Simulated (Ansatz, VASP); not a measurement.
## AlN in VASP and in Ansatz

```
CELL_PARAMETERS angstrom
0.00000 2.03452 2.03452
2.03452 0.00000 2.03452
2.03452 2.03452 0.00000
ATOMIC_POSITIONS crystal
Al 0.50255 0.50903 0.48633
N 0.99239 0.00372 0.00207
```

Change from the starting cell: atoms moved at random, drawn with an rms of 0.05 Å.

Alike in both runs: task single point; functional PBE; k mesh 11 × 11 × 11; occupations fermi-dirac, width 0.05 eV; no spin polarisation.

|  | VASP | Ansatz |
| --- | --- | --- |
| version | VASP 6.6.1 | Ansatz 0.2.0 |
| potentials or method | VASP PAW PBE potentials, release 64 (Al, N) | Ansatz PAW |
| plane-wave cutoff (eV) | 520 | 420 |
| valence electrons in the cell | 8 | 8 |

```csv
,VASP,Ansatz,Ansatz less VASP
gap on the k mesh at the Fermi level (eV),4.55,4.57,+0.023
least direct gap on the mesh (eV),5.40,5.39,-0.010
pressure (GPa),0.2,0.5,+0.28
largest component of the traceless stress (GPa),0.27,0.27,-0.002
rms of the force components (eV/Å),0.151,0.151,+0.0003
```

Atom by atom the forces differ by 0.000 eV/Å (rms over components). The functional is the same, so the differences come from potentials, cutoffs and numerics.

Caveats: an odd mesh through Γ misses points on the zone boundary, where band edges often lie (VASP); odd divisions of the mesh miss points on the zone boundary, where band edges often lie, so the gap on the mesh can be too wide (Ansatz); the pressure holds a Pulay correction of +0.5 GPa for the finite cutoff (Ansatz).
